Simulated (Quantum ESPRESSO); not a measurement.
# WC (Qusongite) (P-6m2) in Quantum ESPRESSO: further runs, part 3 of 3

Quantum ESPRESSO 7.5. The steps go on from the part before.

## Step 5: Phonons, LDA

The input, pw.in:

```
&CONTROL
  calculation = 'scf'
  prefix = 'pwscf'
  outdir = './tmp'
  pseudo_dir = './pseudo'
  tprnfor = .true.
  tstress = .true.
  disk_io = 'low'
/
&SYSTEM
  ibrav = 0
  celldm(1) = 8
  nat = 2
  ntyp = 2
  ecutwfc = 56
  ecutrho = 448
  nbnd = 15
  occupations = 'smearing'
  smearing = 'mv'
  degauss = 0.01469973
/
&ELECTRONS
  conv_thr = 4d-10
  electron_maxstep = 120
  mixing_beta = 0.5
/
ATOMIC_SPECIES
W    183.8400 w_lda_v1.2.uspp.F.UPF
C     12.0110 c_lda_v1.2.uspp.F.UPF
CELL_PARAMETERS alat
  0.6865611226531   0.0000000000000   0.0000000000000
 -0.3432805613266   0.5945793734685   0.0000000000000
  0.0000000000000   0.0000000000000   0.6700496406392
ATOMIC_POSITIONS crystal
W      0.0000000000    0.0000000000    0.0000000000
C      0.6666666667    0.3333333333    0.5000000000
K_POINTS automatic
10 10 9 0 0 0
```

The input, relax.in:

```
&CONTROL
  calculation = 'vc-relax'
  prefix = 'pwscf'
  outdir = './tmp'
  pseudo_dir = './pseudo'
  tprnfor = .true.
  tstress = .true.
  disk_io = 'low'
  nstep = 40
  forc_conv_thr = 0.0001
  etot_conv_thr = 1d-06
/
&SYSTEM
  ibrav = 0
  celldm(1) = 8
  nat = 2
  ntyp = 2
  ecutwfc = 56
  ecutrho = 448
  nbnd = 15
  occupations = 'smearing'
  smearing = 'mv'
  degauss = 0.01469973
/
&ELECTRONS
  conv_thr = 4d-10
  electron_maxstep = 120
  mixing_beta = 0.5
/
&IONS
  ion_dynamics = 'bfgs'
/
&CELL
  cell_dynamics = 'bfgs'
  press = 0
  press_conv_thr = 0.2
/
ATOMIC_SPECIES
W    183.8400 w_lda_v1.2.uspp.F.UPF
C     12.0110 c_lda_v1.2.uspp.F.UPF
CELL_PARAMETERS alat
  0.6865611226531   0.0000000000000   0.0000000000000
 -0.3432805613266   0.5945793734685   0.0000000000000
  0.0000000000000   0.0000000000000   0.6700496406392
ATOMIC_POSITIONS crystal
W      0.0000000000    0.0000000000    0.0000000000
C      0.6666666667    0.3333333333    0.5000000000
K_POINTS automatic
10 10 9 0 0 0
```

The input, scf2.in:

```
&CONTROL
  calculation = 'scf'
  prefix = 'pwscf'
  outdir = './tmp'
  pseudo_dir = './pseudo'
  tprnfor = .true.
  tstress = .true.
  disk_io = 'low'
/
&SYSTEM
  ibrav = 0
  celldm(1) = 8
  nat = 2
  ntyp = 2
  ecutwfc = 56
  ecutrho = 448
  nbnd = 15
  occupations = 'smearing'
  smearing = 'mv'
  degauss = 0.01469973
/
&ELECTRONS
  conv_thr = 1d-13
  electron_maxstep = 120
  mixing_beta = 0.5
  startingpot = 'file'
  startingwfc = 'file'
/
ATOMIC_SPECIES
W    183.8400 w_lda_v1.2.uspp.F.UPF
C     12.0110 c_lda_v1.2.uspp.F.UPF
CELL_PARAMETERS alat
  0.6819732870766   0.0000000000068   0.0000000000000
 -0.3409866435442   0.5906061913073   0.0000000000000
  0.0000000000000   0.0000000000000   0.6649507402247
ATOMIC_POSITIONS crystal
W      0.0000000000    0.0000000000    0.0000000000
C      0.6666666667    0.3333333333    0.5000000000
K_POINTS automatic
10 10 9 0 0 0
```

The input, ph.in:

```
phonons of WC
&INPUTPH
  prefix = 'pwscf'
  outdir = './tmp'
  tr2_ph = 1d-18
  fildyn = 'dyn'
  niter_ph = 90
  alpha_mix(1) = 0.4
/
0.0000000000 0.0000000000 0.0000000000
```

The input, dynmat.in:

```
&INPUT
  fildyn = 'dyn'
  asr = 'crystal'
  filout = 'dynmat.disp'
  fileig = 'dynmat.eig'
/
```

Potentials or basis: GBRV 1.5 LDA.

On the command line:

```console
$ OMP_NUM_THREADS=1 mpirun -n 4 pw.x -nk 4 -in pw.in > pw.out
$ OMP_NUM_THREADS=1 mpirun -n 4 pw.x -nk 4 -in relax.in > relax.out
$ OMP_NUM_THREADS=1 mpirun -n 4 pw.x -nk 4 -in scf2.in > scf2.out
$ OMP_NUM_THREADS=1 mpirun -n 4 ph.x -nk 4 -in ph.in > ph.out
$ OMP_NUM_THREADS=1 mpirun -n 1 dynmat.x -in dynmat.in > dynmat.out
```

pw.out:

```text
This program is part of the open-source Quantum ESPRESSO suite
     for quantum simulation of materials; please cite
[... 6 lines left out ...]
     using ibrav=0 with symmetry is DISCOURAGED, use correct ibrav instead

     K-points division:     npool     =       4
     Subspace diagonalization in iterative solution of the eigenvalue problem:
     a serial algorithm will be used

     G-vector sticks info
     --------------------
     sticks:   dense  smooth     PW     G-vecs:    dense   smooth      PW
     Sum         931     463    151                22399     7915    1377

     Using Slab Decomposition

     bravais-lattice index     =            0
     lattice parameter (alat)  =       8.0000  a.u.
     unit-cell volume          =     140.0445 (a.u.)^3
     number of atoms/cell      =            2
     number of atomic types    =            2
     number of electrons       =        18.00
     number of Kohn-Sham states=           15
     kinetic-energy cutoff     =      56.0000  Ry
     charge density cutoff     =     448.0000  Ry
     scf convergence threshold =      4.0E-10
     mixing beta               =       0.5000
     number of iterations used =            8  plain     mixing
     Exchange-correlation= SLA  PZ   NOGX NOGC
                           (   1   1   0   0   0   0   0)

     celldm(1)=   8.000000  celldm(2)=   0.000000  celldm(3)=   0.000000
     celldm(4)=   0.000000  celldm(5)=   0.000000  celldm(6)=   0.000000

     crystal axes: (cart. coord. in units of alat)
               a(1) = (   0.686561   0.000000   0.000000 )
               a(2) = (  -0.343281   0.594579   0.000000 )
               a(3) = (   0.000000   0.000000   0.670050 )

     reciprocal axes: (cart. coord. in units 2 pi/alat)
               b(1) = (  1.456535  0.840931 -0.000000 )
               b(2) = (  0.000000  1.681861  0.000000 )
               b(3) = (  0.000000 -0.000000  1.492427 )

     PseudoPot. # 1 for W  read from file:
     w_lda_v1.2.uspp.F.UPF
     Pseudo is Ultrasoft + core correction, Zval = 14.0
     Generated by new atomic code, or converted to UPF format
     Using radial grid of  923 points,  8 beta functions with:
                l(1) =   0
                l(2) =   0
                l(3) =   0
                l(4) =   1
                l(5) =   1
                l(6) =   2
                l(7) =   2
                l(8) =   3
     Q(r) pseudized with  6 coefficients,  rinner =    1.350   1.350   1.350
                                                       1.350   1.350   1.350
                                                       1.350

     PseudoPot. # 2 for C  read from file:
     c_lda_v1.2.uspp.F.UPF
     Pseudo is Ultrasoft + core correction, Zval =  4.0
     Generated by new atomic code, or converted to UPF format
     Using radial grid of  721 points,  4 beta functions with:
                l(1) =   0
                l(2) =   0
                l(3) =   1
                l(4) =   1
     Q(r) pseudized with  8 coefficients,  rinner =    1.100   1.100   1.100

     atomic species   valence    mass     pseudopotential
     W                14.00   183.84000     W ( 1.00)
     C                 4.00    12.01100     C ( 1.00)

     12 Sym. Ops. (no inversion) found

   Cartesian axes

     site n.     atom                  positions (alat units)
         1        W      tau(   1) = (   0.0000000   0.0000000   0.0000000  )
         2        C      tau(   2) = (   0.3432806   0.1981931   0.3350248  )

     number of k points=    70  Marzari-Vanderbilt smearing, width (Ry)=  0.0147
                       cart. coord. in units 2pi/alat
        k(    1) = (   0.0000000   0.0000000   0.0000000), wk =   0.0022222
        k(    2) = (   0.0000000   0.0000000   0.1658252), wk =   0.0044444
        k(    3) = (   0.0000000   0.0000000   0.3316504), wk =   0.0044444
        k(    4) = (   0.0000000   0.0000000   0.4974756), wk =   0.0044444
        k(    5) = (   0.0000000   0.0000000   0.6633008), wk =   0.0044444
        k(    6) = (   0.0000000   0.1681861   0.0000000), wk =   0.0133333
[... 62 lines left out ...]
        k(   69) = (   0.4369604   0.7568376   0.4974756), wk =   0.0266667
        k(   70) = (   0.4369604   0.7568376   0.6633008), wk =   0.0266667

     Dense  grid:    22399 G-vectors     FFT dimensions: (  40,  40,  40)

     Smooth grid:     7915 G-vectors     FFT dimensions: (  27,  27,  25)

     Initial potential from superposition of free atoms

     starting charge      17.8997, renormalised to      18.0000

     negative rho (up, down):  5.969E-02 0.000E+00
     Starting wfcs are   17 randomized atomic wfcs

     Self-consistent Calculation

     iteration #  1     ecut=    56.00 Ry     beta= 0.50
     Davidson diagonalization with overlap
     ethr =  1.00E-02,  avg # of iterations =  3.1

     negative rho (up, down):  6.110E-02 0.000E+00
[... 67 lines left out ...]
     iteration #  9     ecut=    56.00 Ry     beta= 0.50
     Davidson diagonalization with overlap
     ethr =  3.83E-12,  avg # of iterations =  3.6

     negative rho (up, down):  6.443E-02 0.000E+00

     End of self-consistent calculation

          k = 0.0000 0.0000 0.0000 (  1021 PWs)   bands (ev):

   -53.6549 -17.6402 -17.5291 -17.5291   5.9926  15.9882  16.9675  16.9675
    20.4077  23.4885  23.4885  25.8934  25.8934  26.8054  34.6463
[... 343 lines left out ...]
   -53.5518 -18.1759 -18.0729 -17.9183   9.5271  13.2985  14.8992  18.4413
    19.5759  24.7290  26.6509  27.3764  29.6929  29.8059  32.2134

     the Fermi energy is    20.2543 ev

!    total energy              =    -170.79942504 Ry
     estimated scf accuracy    <          1.5E-11 Ry
     smearing contrib. (-TS)   =       0.00022298 Ry
     internal energy E=F+TS    =    -170.79964802 Ry

     The total energy is F=E-TS. E is the sum of the following terms:
     one-electron contribution =     -11.20153140 Ry
     hartree contribution      =      17.14870456 Ry
     xc contribution           =     -44.72417252 Ry
     ewald contribution        =    -132.02264865 Ry

     convergence has been achieved in   9 iterations

     negative rho (up, down):  6.443E-02 0.000E+00

     Forces acting on atoms (cartesian axes, Ry/au):

     atom    1 type  1   force =     0.00000000    0.00000000    0.00000000
     atom    2 type  2   force =     0.00000000    0.00000000    0.00000000

     Total force =     0.000000     Total SCF correction =     0.000000

     Computing stress (Cartesian axis) and pressure

     negative rho (up, down):  6.443E-02 0.000E+00
          total   stress  (Ry/bohr**3)                   (kbar)     P=      -86.34
  -0.00054079  -0.00000000   0.00000000          -79.55       -0.00        0.00
  -0.00000000  -0.00054079   0.00000000           -0.00      -79.55        0.00
   0.00000000   0.00000000  -0.00067915            0.00        0.00      -99.91

=------------------------------------------------------------------------------=
   JOB DONE.
=------------------------------------------------------------------------------=
```

Run time: 3.1 min. Hardware: 4 MPI ranks of Intel Xeon at 2.50GHz (Skylake/Cascade Lake), shared host; peak memory 0.44 GiB.

Results:

- Free energy: -2323.8564 eV
- Relaxed volume: 10.16 Å³/atom
- Relaxed cell: a = 2.887 Å, b = 2.887 Å, c = 2.815 Å, α = 90.00°, β = 90.00°, γ = 120.00°
- Space group after relaxing (to 0.05 Å): P-6m2 (No. 187)
- Pressure after relaxing: 0.0 GPa
- Band gap on the k mesh: none (metal or under the smearing width)
- Highest phonon frequency at Γ: 630 cm⁻¹

Step by step:
| step | energy change (eV) | largest force (eV/Å) | pressure (GPa) | volume (Å³) |
| --- | --- | --- | --- | --- |
| 1 | 0.0000 | 0.0000 | -8.63 | 20.75 |
| 2 | 0.0037 | 0.0000 | 10.55 | 19.85 |
| 3 | -0.0118 | 0.0000 | -0.18 | 20.33 |
| 4 | -0.0118 | 0.0000 | 0.01 | 20.32 |
| 5 | -0.0118 | 0.0000 | 0.00 | 20.32 |

Final structure:
```yaml
crystal:
  lattice:
    - [2.88708, 0.00000, 0.00000]
    - [-1.44354, 2.50028, 0.00000]
    - [0.00000, 0.00000, 2.81501]
  atoms:
    - { symbol: W, position: [0.00000, 0.00000, 0.00000] }
    - { symbol: C, position: [0.66667, 0.33333, 0.50000] }
```

Phonon frequencies in cm⁻¹ (negative: imaginary):
```csv
q point,frequencies
"(0.000, 0.000, 0.000)",-5 -5 -5 605 630 630
```

Optical modes at Γ, degenerate ones joined:
```
cm⁻¹  components  symmetry     active in
 605           1      A''2            IR
 630           2        E'  IR and Raman
```

Caveat: the mesh is thin for the phonons of a metal.

## Step 6: The runs side by side

| level | potentials or basis | cutoff (eV) | rVV10 parameter b | form of the LDA correlation | gap on the mesh (eV) | pressure (GPa) |
| --- | --- | --- | --- | --- | --- | --- |
| PBE+D3(BJ) | JTH 2.0 PBE | 707 | - | - | none | 0.0 |
| rPW86PBE+rVV10 | JTH 2.0 PBE | 707 | 6.3 | - | none | 0.1 |
| rev-vdW-DF2 | JTH 2.0 PBE | 707 | - | - | none | 0.0 |
| LDA | GBRV 1.5 LDA | 762 | - | PZ81 | none | 0.0 |

Alike in all rows: task phonons; no spin polarisation; cell relaxed; k mesh 10 × 10 × 9; smearing cold 0.2 eV.

Caveats: the mesh is thin for the phonons of a metal; pairwise dispersion overbinds metals, which lowers pressure and volume (some runs); the potentials were made for another functional, which shifts forces and pressure (some runs); before the sum rule the acoustic modes lie tens of cm⁻¹ from zero, a sign that the density grid also shifts the optical modes (some runs).

Absolute energies hang on the potentials; compare differences alone.
